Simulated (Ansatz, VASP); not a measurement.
## KCl: VASP beside Ansatz

```
CELL_PARAMETERS angstrom
3.65807 0.00000 0.00000
0.00000 3.65807 0.00000
0.00000 0.00000 3.65807
ATOMIC_POSITIONS crystal
K 0.00000 0.00000 0.00000
Cl 0.50000 0.50000 0.50000
```

Change from the starting cell: volume scaled by 1.02, crystal datasets.

Alike in both runs: task electric field gradients; functional PBEsol; k mesh 7 × 7 × 7; occupations fermi-dirac, width 0.01 eV; no spin polarisation.

|  | VASP | Ansatz |
| --- | --- | --- |
| version | VASP 6.6.1 | Ansatz 0.2.0 |
| potentials or method | VASP PAW PBE potentials, release 64 (K_sv, Cl), cutoff 520 eV | all-electron PAW with datasets made for the crystal, scalar-relativistic |

```csv
,VASP,Ansatz,Ansatz less VASP
gap on the k mesh at the Fermi level (eV),5.29,5.30,+0.005
pressure (GPa),1.7,1.7,-0.08
Vzz of the field gradient on the site that differs most (V/Å²),0.0,0.0,0.00
```

Ansatz ran all-electron here, so the differences hold the error of VASP's frozen core and of both bases.

Caveats: the PAW data sets were made with another functional, which shifts forces and pressure a little (VASP); an odd mesh through Γ misses points on the zone boundary, where band edges often lie.
